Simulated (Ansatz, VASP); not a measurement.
**Nb in VASP and in Ansatz**

The input POSCAR:

```
Nb
1.0
   -1.6355909952      1.6355909952      1.6355909952
    1.6355909952     -1.6355909952      1.6355909952
    1.6355909952      1.6355909952     -1.6355909952
Nb
1
Direct
    0.0000000000      0.0000000000      0.0000000000
```

File INCAR.step1:

```
ALGO = Normal ; EDIFF = 1E-4
ENCUT = 520 ; GGA = PE
ISMEAR = 0 ; LASPH = T
LCHARG = F ; LREAL = F
LWAVE = T ; NBANDS = 12
NELM = 80 ; PREC = Accurate
SIGMA = 0.1
```

Contents of INCAR.step2:

```
ALGO = Normal ; EDIFF = 1E-6
ENCUT = 520 ; ISIF = 2
ISMEAR = 0 ; ISTART = 1
LASPH = T ; LCHARG = F
LMIXTAU = T ; LREAL = F
LWAVE = F ; METAGGA = R2SCAN
NBANDS = 12 ; NELM = 80
PREC = Accurate ; SIGMA = 0.1
```

The input KPOINTS:

```
k-points
0
Gamma
  18 18 18
```

Input for Ansatz:

```yaml
crystal:
  lattice:
    - [-1.6355909952, 1.6355909952, 1.6355909952]
    - [1.6355909952, -1.6355909952, 1.6355909952]
    - [1.6355909952, 1.6355909952, -1.6355909952]
  atoms:
    - { symbol: Nb, position: [0.0, 0.0, 0.0] }
basis:
  ecutwfc: 500
kpoints:
  mp_grid: { grid: [18, 18, 18] }
hamiltonian:
  xc: r2scan
scf:
  occupations: { method: gaussian, width: 0.1 }
output:
  forces: true
  stress: true
  eigenvalues: true
  write_density: true
  write_potential: true
  elf: true
  volumetric_format: npy
```

Alike in both runs: task single point; functional r2SCAN; k mesh 18 × 18 × 18; occupations gaussian, width 0.1 eV; no spin polarisation.

```csv
,VASP,Ansatz
version,VASP 6.6.1,Ansatz 0.2.0
potentials or method,"VASP PAW PBE potentials, release 64 (Nb_sv)","scalar-relativistic, plane waves, PAW"
plane-wave cutoff (eV),520,500
valence electrons in the cell,13,13
```

Ansatz gave:

- gap on the k mesh at the Fermi level (eV): none
- pressure (GPa): 5.6

**Question.** Which values does VASP return?

**Answer.** gap on the k mesh at the Fermi level (eV): none; pressure (GPa): 5.4.

A gap of «none» marks a metal or a gap that the smearing closes. With one functional, cell and mesh, what is left measures potentials, basis and numerics.

Caveats: the PAW data sets were made with another functional, which shifts forces and pressure a little (VASP).
